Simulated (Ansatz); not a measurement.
# Sb (P2_1/m) in Ansatz: notebook

Runs on Sb. Level: PBEsol. Tasks: density of states, phonons.

Everything below comes from runs of Ansatz 0.2.0. Logs are shortened: lines on timing, memory, paths and dates and some standing lists are left out, and cuts for length are marked.

### Step 1. The structure

Symmetry: P2_1/m, No. 11, monoclinic system. The conventional cell has a = 4.528 Å, b = 4.421 Å, c = 6.500 Å, α = 90.00°, β = 101.72°, γ = 90.00°. Sb (site symmetry m) has 3 Sb at 2.92 to 2.98 Å as nearest neighbours. Sb (site symmetry m) is surrounded by 3 Sb at 2.92 to 2.98 Å.

This isn't the form of Sb at room conditions, which is rhombohedral.

### Step 2. Density of states, PBEsol

Input file input.yaml:

```yaml
crystal:
  lattice:
    - [4.5277, 0.0, 0.0]
    - [0.0, 4.4211, 0.0]
    - [-1.320519, 0.0, 6.364348]
  atoms:
    - { symbol: Sb, position: [0.33993, 0.25, 0.68367] }
    - { symbol: Sb, position: [0.936638, 0.75, 0.762758] }
    - { symbol: Sb, position: [0.063362, 0.25, 0.237242] }
    - { symbol: Sb, position: [0.66007, 0.75, 0.31633] }
kpoints:
  mp_grid: { grid: [6, 6, 4] }
scf:
  occupations: { method: fermi_dirac, width: 0.05 }
hamiltonian:
  xc: pbesol
  pseudopotentials: { kind: all_electron, datasets: crystal }
output:
  forces: true
  stress: true
  eigenvalues: true
  dos: { projected: false, de: 0.1, e_range: [-10, 10] }
```

Potentials or basis: all-electron PAW datasets made for the crystal.

Run with:

```
> ansatz run input.yaml --threads 2 --pin off --max-ram 8192MiB --backend cpu --events-out ev --progress --plain --runs-dir out
```

Standard output:

```text
Warning: RAYON_NUM_THREADS=2 ignored (pool sized by the plan → 2); use --threads N
hamiltonian.pseudopotentials.datasets: crystal makes datasets for this crystal and solves the spheres of its atoms anew in each pass: cutoff 140.0 eV, the density's 700.0 eV; for an error of 0.50 meV an atom under PBE, 2.0 meV for the cell; an energy difference from a run of another recipe may be off by several times the error for the cell, under r2SCAN by more, where some 0.1 meV an atom stays at smaller errors; Sb in spheres of 1.376 Å, 5 of its electrons in bands, 10 on its site; only band paths and densities of states list, in semicore columns, the levels of the semicore shells that are solved separately: 4d of Sb
band count auto-derived: 16 (N_el = 20.0; filled up to band 10; 14 by the electrons, moments and atoms)
Engine: ansatz 0.2.0, aarch64-unknown-linux-gnu
Pseudopotentials: kind: all_electron
Pseudopotential: Sb, paw, valence charge 15, recommended cutoff 140 eV (normal), crystal/all_electron/pbesol/scalar/gaussian/Sb, Koelling and Harmon's equation, gaussian nucleus
Functional definition: PBEsol
  exchange = pbesol_x
  correlation = pbesol_c
Crystal: 4 atoms, lattice volume = 127.398 Å³
Basis set: ecut = 140 eV, 487 PW (Γ), exchange–correlation on 40×40×60 points (8 copies of the dense FFT grid, shifted against one another)
Bands: 16, of which v1, the nominal top of the filled ones, is band 10 counted from 1 (9 counted from 0)
Symmetry: 4 space group operations
Space group: P21/m (ITA 11), of the structure as read, at distance tolerance 5.0e-5 Å
k-points: 56 of 144
Non-local potential: Sb, projectors of the file, l = 0: 1, l = 1: 1
PAW form: soft (Blöchl's): semilocal exchange-correlation on the pseudo side does not see the compensation charge
PAW one-centre angular grid: Sb, 110 points (default); XC on its mesh's 1863 points in the sphere
Initial density: superposition of atomic densities (neutral atoms: chi_scale 0, normalization atom)
Initial wavefunctions: pseudopotential atomic-orbital guess
Functional: x = pbesol(κ = 0.804, μ = 0.12345679012345678), c = pbesol(β = 0.046)
iter 1 solved again at ethr=2.57e-3 eV; its pass at ethr=1.00e-1 eV (dr2=5.14e-1 eV) is discarded
SCF iter   1: F=—  HF=-705166.796645 eV  |F-HF|=—  |Δ(HF+E_count)|=         —  Δρ=1.51e-2  dr2=2.70e-1  ethr=2.57e-3  ⟨swp⟩=5.2  Hψ=6384  notcnv=0
preconditioner: auto → Kerker (q_TF=auto, 2.004 Å⁻¹)  [metal: Δε(μ)=0.003 eV  Ē_g=7.529 eV  σ=0.050 eV  W_gap=0.02  n_scr=16 (ndim 8)  ℏωp=14.7 eV  f_vac=0.000  D(μ)=0.89/eV (n_scr^D=2)]
SCF iter   2: F=—  HF=-705166.764187 eV  |F-HF|=—  |Δ(HF+E_count)|=   3.25e-2  Δρ=9.02e-3  dr2=1.01e-1  ethr=1.35e-3  ⟨swp⟩=3.0  Hψ=1905  notcnv=0  defer=4
iter 3 solved again at ethr=1.96e-5 eV; its pass at ethr=5.07e-4 eV (dr2=3.93e-3 eV) is discarded
SCF iter   3: F=—  HF=-705166.742301 eV  |F-HF|=—  |Δ(HF+E_count)|=   2.19e-2  Δρ=1.40e-3  dr2=3.90e-3  ethr=1.96e-5  ⟨swp⟩=2.1  Hψ=4311  notcnv=0
SCF iter   4: F=—  HF=-705166.741901 eV  |F-HF|=—  |Δ(HF+E_count)|=   4.00e-4  Δρ=6.51e-4  dr2=1.05e-3  ethr=1.95e-5  ⟨swp⟩=2.0  Hψ=1484  notcnv=0
SCF iter   5: F=—  HF=-705166.741901 eV  |F-HF|=—  |Δ(HF+E_count)|=   6.64e-7  Δρ=1.30e-4  dr2=5.38e-5  ethr=5.25e-6  ⟨swp⟩=2.1  Hψ=1494  notcnv=0
SCF iter   6: F=—  HF=-705166.741913 eV  |F-HF|=—  |Δ(HF+E_count)|=   1.19e-5  Δρ=6.04e-5  dr2=7.15e-6  ethr=2.69e-7  ⟨swp⟩=3.0  Hψ=1771  notcnv=0
SCF iter   7: F=—  HF=-705166.741911 eV  |F-HF|=—  |Δ(HF+E_count)|=   1.13e-6  Δρ=1.64e-5  dr2=8.42e-7  ethr=3.58e-8  ⟨swp⟩=2.2  Hψ=1502  notcnv=0
SCF iter   8: F=—  HF=-705166.741911 eV  |F-HF|=—  |Δ(HF+E_count)|=   1.08e-7  Δρ=8.59e-6  dr2=1.48e-7  ethr=4.21e-9  ⟨swp⟩=2.7  Hψ=1544  notcnv=0
SCF iter   9: F=-705166.741911 eV  HF=-705166.741911 eV  |F-HF|=4.66e-10  |Δ(HF+E_count)|=   5.13e-8  Δρ=1.32e-6  dr2=3.31e-9  ethr=7.41e-10  ⟨swp⟩=2.9  Hψ=1594  notcnv=0
SCF 1 converged in 9 iterations: F = -705166.741900 eV  dr2 = 3.31e-9
  Residual-converged pass: ⟨swp⟩=3.4  Hψ=2033  notcnv=0  max |occ|·‖R‖ = 6.6e-6 eV (tolerance 6.7e-6 eV)  dr2=3.09e-9  dr2_onsite=1.54e-9  max |Δocc| = 2.7e-9
SCF converged after 9 iterations
Free energy (F): -705166.741900 eV
Harris-Foulkes:  -705166.741900 eV  (|F-HF|=4.66e-10)
Internal energy: -705166.732538 eV  (E = F + TS)
E sigma→0 (E₀):  -705166.737219 eV
Entropy (-TS):   -0.009362 eV (-2.340 meV/atom)
Past the cutoff: the bands carry plane waves up to 1.75 times it, of which those up to 1.5 times it add -0.000154 eV an atom, each by itself; the spheres take 0.000136 eV an atom off the energy for waves past 1.75 times it
By the cutoff:   a pressure is off by up to 0.005 GPa (1.2 times the spheres' own share and the shells' term, over an atom's volume, and 0.004 GPa: a bound that held against runs at twice the plane waves)
Past the cutoffs: a stress includes 0.0011 GPa for waves and charges beyond them, in addition to the slope of what the spheres take
In the spheres:  the bands' charges fall short by 1.6e-6 e at most (sound up to 1e-3), those of shells solved beside the bands by 6.2e-7 e (sound up to 5e-4)
Fermi energy:    11.447373 eV
--- Per-component energies (eV) ---
  E_band       = 126.912020
  E_kinetic    = 209.946339
  E_local      = -4971.469788  (includes V_loc(G=0)·N_el)
  E_nonlocal   = 34.158521
  E_hartree    = 2353.463206
  E_xc         = -320.146266
  E_vxc        = -342.308417  (∫ρ·V_xc dr)
  E_paw        = -713319.480205  (= ΣΔE_a)
  E_vpaw       = -16083.438204  (= ΣTr[D̂ρ^β])
  E_ewald      = -5726.302752
  E_smearing   = -0.009362  (= −TS)
  E_closure    = 16573.098408  (closes the sum)
  Σ components = -705166.741900   (vs F -705166.741900, Δ=0.00e0)
  The terms above E_closure are by the made datasets' own strengths, without shells solved beside the bands.
--- Forces (eV/Å), atoms counted from 1 ---
  atom   1  Sb    -0.08801304     0.00000000     0.06698379
  atom   2  Sb     0.12762544    -0.00000000    -0.06879402
  atom   3  Sb    -0.12762544     0.00000000     0.06879402
  atom   4  Sb     0.08801304    -0.00000000    -0.06698379
  max |Σ_I F_I| component: 1.39e-17 eV/Å
--- Stress (GPa, compression-positive) ---
       -2.350762      -0.000000       0.389833
       -0.000000      -2.826211      -0.000000
        0.389833      -0.000000      -1.867873
  P = ⅓ Tr σ = -2.3483 GPa (-23.483 kbar)
  It holds what live shells' own plane waves past their cutoff add
--- Band table (eV; the first three rows and the last of 56) ---
  k-point 0: bands = ["-0.7809", "1.6455", "4.1269", "5.0431", "7.2201", "8.0280", "8.6953", "9.3192", "10.0888", "11.3193", "13.4673", "14.1496", "14.3930", "14.4823"]
  k-point 1: bands = ["-0.6401", "1.2216", "4.0923", "5.5063", "7.6855", "8.1862", "8.4143", "9.5945", "9.7439", "11.1320", "12.7529", "13.2514", "13.9423", "14.4865"]
  k-point 2: bands = ["-0.4408", "0.7946", "4.0832", "5.8140", "8.1682", "8.4282", "9.0007", "9.3388", "9.7189", "9.8841", "12.0927", "13.2996", "13.6235", "14.4410"]
  k-point 55: bands = ["1.6955", "1.6955", "3.2610", "3.2610", "6.3344", "6.3344", "7.6187", "7.6187", "10.1914", "10.1914", "13.3827", "13.3827", "15.0117", "15.0117"]
```

It took 7.5 s on 2 threads of Arm Neoverse V2, shared host; peak memory 0.5 GiB.

What came out:

```
Free energy            : -705166.7419 eV
Pressure               : -2.3 GPa
Largest force          : 0.145 eV/Å
Band gap on the k mesh : none (metal or under the smearing width)
```

Forces in eV/Å, atoms in the order of the input:
```
Sb  -0.088  0.000  0.067
Sb   0.128  0.000 -0.069
Sb  -0.128  0.000  0.069
Sb   0.088  0.000 -0.067
```

Stress tensor (GPa, compression positive):
```
-2.35  0.00  0.39
 0.00 -2.83  0.00
 0.39  0.00 -1.87
```

Levels at points of the mesh, in eV from the Fermi level:
```
              k point  band 7  band 8  band 9  band 10  band 11  band 12  band 13  band 14
   (0.00, 0.00, 0.00)   -2.75   -2.13   -1.36    -0.13     2.02     2.70     2.95     3.03
  (0.00, 0.00, -0.50)   -2.45   -2.11   -1.73    -1.56     0.65     1.85     2.18     2.99
  (0.00, -0.50, 0.00)   -1.40   -1.40   -1.09    -1.09     0.41     0.41     1.30     1.30
 (0.00, -0.50, -0.50)   -1.62   -1.62   -0.84    -0.84     0.12     0.12     0.95     0.95
  (-0.50, 0.00, 0.00)   -2.08   -1.09   -0.89    -0.69     0.29     1.10     1.27     1.45
 (-0.50, 0.00, -0.50)   -1.75   -1.01   -0.87    -0.71    -0.33     0.76     1.07     1.22
 (-0.50, -0.50, 0.00)   -3.50   -3.50   -2.28    -2.28     0.82     0.82     5.00     5.00
(-0.50, -0.50, -0.50)   -3.83   -3.83   -1.26    -1.26     1.94     1.94     3.56     3.56
```

States per cell in windows of 0.5 eV (zero at the Fermi level; states under -8 eV left out):
```csv
from (eV),total
-8.0,0.62
-7.5,0.74
-7.0,0.37
-6.5,0.25
-6.0,0.03
-5.5,0.00
-5.0,0.40
-4.5,0.85
-4.0,1.31
-3.5,1.35
-3.0,1.41
-2.5,1.49
-2.0,1.63
-1.5,1.74
-1.0,1.08
-0.5,0.74
0.0,0.62
0.5,1.20
1.0,1.19
1.5,1.44
2.0,1.69
2.5,1.37
3.0,1.57
3.5,1.67
4.0,0.84
4.5,0.34
5.0,0.07
5.5,0.00
6.0,0.00
6.5,0.00
7.0,0.00
7.5,0.00
```

Caveat: the program warned that the printed levels may be off, so bands, gaps and densities of states are rough. Spin-orbit coupling is left out, which matters for the levels of Sb.

### Step 3. Phonons, PBEsol

Edit input.yaml of step 2 so:

```diff
@@ -16,7 +16,6 @@
   xc: pbesol
-  pseudopotentials: { kind: all_electron, datasets: crystal }
-output:
-  forces: true
-  stress: true
-  eigenvalues: true
-  dos: { projected: false, de: 0.1, e_range: [-10, 10] }
+  pseudopotentials: { kind: all_electron, lapw: { basis_error: 0.002 } }
+output: {}
+phonons:
+  method: fd
+  supercell: [1, 1, 1]
```

Potentials or basis: all-electron LAPW, scalar-relativistic.

Run with:

```
> ansatz run input.yaml --threads 2 --pin off --max-ram 8192MiB --backend cpu --events-out ev --progress --plain --runs-dir out
```

Standard output:

```text
Warning: RAYON_NUM_THREADS=2 ignored (pool sized by the plan → 2); use --threads N
LAPW: plane waves up to 7.731 Å⁻¹, error target 2.0e-3 eV per atom; small_component_spin mean_spin; Sb in spheres of 1.415 Å, 23 of its electrons in bands, Dirac shells [] (how accurate: hamiltonian.pseudopotentials.lapw.basis_error, Limitations)
[... 2 set-up lines as earlier in the session ...]
Pseudopotential: Sb, LAPW, valence charge 23, lapw/all_electron/scalar/gaussian/Sb, Koelling and Harmon's equation, gaussian nucleus
[... 3 set-up lines as earlier in the session ...]
[... 135 lines left out ...]
  k-point 2: bands = ["-132.6373", "-132.6373", "-132.5297", "-132.5297", "-85.6789", "-85.6789", "-85.6701", "-85.6701", "-85.6363", "-85.6363", "-85.5735", "-85.5734", "-85.5511", "-85.5511", "-85.5374", "-85.5374", "-17.6415", "-17.6370", "-17.6327", "-17.5937", "-17.5865", "-17.5802", "-17.5672", "-17.5629", "-17.5595", "-17.5414", "-17.4712", "-17.4558", "-17.4498", "-17.4494", "-17.4450", "-17.4257", "-17.4255", "-17.3949", "-17.3855", "-17.3854", "-0.4409", "0.7946", "4.0831", "5.8139", "8.1682", "8.4281", "9.0007", "9.3387", "9.7190", "9.8842", "12.0926", "13.2995", "13.6234", "14.4410", "15.2997", "15.7687", "15.9646", "17.0134", "17.8860", "18.8062"]
  k-point 55: bands = ["-132.6373", "-132.6373", "-132.5297", "-132.5297", "-85.6789", "-85.6789", "-85.6701", "-85.6701", "-85.6363", "-85.6363", "-85.5734", "-85.5734", "-85.5511", "-85.5511", "-85.5374", "-85.5374", "-17.6337", "-17.6337", "-17.5931", "-17.5931", "-17.5749", "-17.5749", "-17.5636", "-17.5636", "-17.5433", "-17.5433", "-17.4601", "-17.4601", "-17.4557", "-17.4557", "-17.4444", "-17.4444", "-17.4295", "-17.4295", "-17.3934", "-17.3934", "1.6954", "1.6954", "3.2610", "3.2610", "6.3343", "6.3343", "7.6187", "7.6187", "10.1914", "10.1914", "13.3827", "13.3827", "15.0116", "15.0116", "16.0827", "16.0827", "18.1260", "18.1260", "18.5827", "18.5827"]
--- Phonons: 8 displaced members + reference (amplitude 0.01 Å, Σ member SCF iterations 48) ---
  symmetry images taken by strict's conditions (phonons.symmetry_images: auto; settled by no image being taken that strict refuses)
  ASR residual: 5.901e-4 → 0.000e0 eV/Å²; symmetrization residual: 2.831e-4 eV/Å²
  largest component of a force at the reference: 1.3e-1 eV/Å
  ASR residual per site (eV/Å²): 5.90e-4 4.28e-4 4.28e-4 5.90e-4
  Γ frequencies (cm⁻¹): -8.38 0.00 0.00 0.00 35.09 62.24 72.87 92.72 109.11 112.88 131.99 132.84
  density of states and harmonic sums: on the 14×14×10 q-mesh, interpolated from the force constants of a 1×1×1 supercell (no non-analytic term)
  largest difference from the sums on the solved wave vectors: F 9.10e-1 eV, S 1.21e-3 and C_V 2.97e-4 eV/K
  zero-point energy: 0.053024 eV/cell   skipped modes (ω ≤ 0): 355, of them read as no rigid motion or as one in doubt: 352 (5.531e-1 modes/cell left out, lowest -36.65 cm⁻¹)   left out of the sums: 4.62e-2 of the cell's modes: C_V's classical limit lies that fraction below 3 k_B per atom; for a crystal, a wire or a layer, F and S can be off by more, and a phonons.interpolated_qmesh denser along its periods is the remedy for the sampling
```

phthermo.tsv:

```text
# format = ansatz-phthermo/1
# interpolated_qmesh = 14 14 10
# force_constants_supercell = 1 1 1
# non_analytic_term = not included (the non-analytic LO-TO correction is not applied to the interpolated dynamical matrix; polar crystals: no LO-TO splitting at GAMMA, and LO and other optical branches, acoustic branches and sound speeds, and with them the density of states and the thermodynamics, can be off between the wave vectors that the force constants were sampled on, most near GAMMA; a larger extent of the force constants narrows that region and is not shown to mend the acoustic slopes)
# zero_point_energy_ev = 5.3023978852e-2
# n_skipped_modes = 355
# share_of_modes_left_out = 4.6215986395e-2
# vibrations_at_or_below_zero_n_entries = 352
# vibrations_at_or_below_zero_modes_per_cell = 5.5306122449e-1
# vibrations_at_or_below_zero_lowest_omega_inv_cm = -36.654
# rigid_motions_known_by = geometry
# t_k	f_vib_ev	s_ev_per_k	c_v_ev_per_k
0.0000	5.3023978852e-2	0.0000000000e0	0.0000000000e0
10.0000	5.2902563946e-2	3.6373175954e-5	7.4996453884e-5
20.0000	5.2048931452e-2	1.4356620946e-4	2.6082150868e-4
30.0000	4.9925115273e-2	2.8362389863e-4	4.3611227552e-4
40.0000	4.6361333706e-2	4.2873444936e-4	5.7258769065e-4
50.0000	4.1371252115e-2	5.6782022352e-4	6.7224872346e-4
[... 93 lines left out ...]
990.0000	-2.3116638059e0	3.3224986953e-3	9.8509417465e-4
1000.0000	-2.3449383788e0	3.3323993424e-3	9.8511792188e-4
```

Wall time 8.6 min (2 threads of Arm Neoverse V2, shared host); peak memory 0.72 GiB.

What came out:

```
Free energy                   : -705166.7391 eV
Largest force                 : 0.145 eV/Å
Band gap on the k mesh        : none (metal or under the smearing width)
Highest phonon frequency at Γ : 133 cm⁻¹
```

Forces on the atoms (eV/Å):
```
Sb  -0.088  0.000  0.067
Sb   0.128  0.000 -0.069
Sb  -0.128  0.000  0.069
Sb   0.088  0.000 -0.067
```

Phonon frequencies in cm⁻¹ (negative: imaginary):
| q point | frequencies |
| --- | --- |
| (0.000, 0.000, 0.000) | -8 0 0 0 35 62 73 93 109 113 132 133 |

Caveat: a metal's response needs a denser mesh. The run has no spin-orbit coupling, so splittings on Sb are missing.
